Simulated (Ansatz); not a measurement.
# SrTiO3 at a changed volume — Ti-49 NMR of the central transition

Cell: a COD entry, relaxed with PBE at fixed cell and then changed (volume scaled by 0.96, ions relaxed).

```cif
data_SrTiO3
_symmetry_space_group_name_H-M 'I4/mcm'
_symmetry_Int_Tables_number 140
_cell_length_a 5.4365
_cell_length_b 5.4365
_cell_length_c 7.6906
_cell_angle_alpha 90.000
_cell_angle_beta 90.000
_cell_angle_gamma 90.000
loop_
_atom_site_label
_atom_site_type_symbol
_atom_site_symmetry_multiplicity
_atom_site_Wyckoff_symbol
_atom_site_fract_x
_atom_site_fract_y
_atom_site_fract_z
Sr Sr 4 b 0.0000 0.5000 0.2500
Ti Ti 4 c 0.0000 0.0000 0.0000
O5 O 4 a 0.0000 0.0000 0.2500
O7 O 8 h 0.2234 0.7234 0.0000
```

One atom of each set is listed; the run and its k-mesh use a cell of 10 atoms with edges of 5.44, 5.44, 5.44 Å.

All values are calculated (Ansatz; DFT, PBE, plane waves and PAW, scalar-relativistic, 420 eV cutoff, Γ-centred 8×8×8 k-points, Fermi–Dirac smearing 0.02 eV), not measured.

Ti-49 has I = 7/2 and Q = 247.0 mb (Pyykkö 2018); at 21.1 T its Larmor frequency is ν₀ = 50.7 MHz. Only the quadrupole interaction is simulated: positions count from each site's isotropic chemical shift, and J coupling is left out, as are shift anisotropy and dipolar coupling, which fast spinning averages.

(1) What does the Ti-49 spectrum (fast magic-angle spinning) show for each site?

## Answers

(1) 

```tsv
site	first shell	C_Q (MHz)	η	P_Q (MHz)	δ_QIS (ppm)	breadth (kHz)
Ti	6 O at 1.92–1.93 Å	-3.10	0.00	3.10	-9.50	1.03
```

δ_QIS = −(ν_Q²/30ν₀²)[I(I+1) − 3/4](1 + η²/3) × 10⁶ ppm with ν_Q = 3|C_Q|/[2I(2I−1)]; it falls as 1/B₀² in ppm, and the breadth as 1/B₀ in kHz.

An axis of threefold or higher order runs through Ti, so V_zz lies along it and η is zero.

At this changed cell the PBE pressure is 14 GPa.
